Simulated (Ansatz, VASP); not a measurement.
## CsSnI3 in VASP and in Ansatz

```
CELL_PARAMETERS angstrom
6.20570 0.00000 0.00000
0.00000 6.20570 0.00000
0.00000 0.00000 6.20570
ATOMIC_POSITIONS crystal
Cs 0.00000 0.00000 0.00000
I 0.50000 0.50000 0.00000
I 0.50000 0.00000 0.50000
I 0.00000 0.50000 0.50000
Sn 0.50000 0.50000 0.50000
```

Alike in both runs: task single point; functional PBE; k mesh 5 × 5 × 5; occupations fermi-dirac, width 0.05 eV; no spin polarisation.

|  | VASP | Ansatz |
| --- | --- | --- |
| version | VASP 6.6.1 | Ansatz 0.2.0 |
| potentials or method | VASP PAW PBE potentials, release 64 (Cs_sv, I, Sn_d), cutoff 520 eV | all-electron LAPW, scalar-relativistic |

|  | VASP | Ansatz | Ansatz less VASP |
| --- | --- | --- | --- |
| gap on the k mesh at the Fermi level (eV) | 1.75 | 1.75 | +0.002 |
| least direct gap on the mesh (eV) | 1.75 | 1.75 | +0.002 |
| pressure (GPa) | 0.5 | 0.5 | +0.01 |

Ansatz ran all-electron here, so the differences hold the error of VASP's frozen core and of both bases.

Caveats: spin-orbit coupling is left out, which moves the levels of the heavy elements; an odd mesh through Γ misses points on the zone boundary, where band edges often lie. PBE gaps usually lie below the measured ones, often by a third to a half.
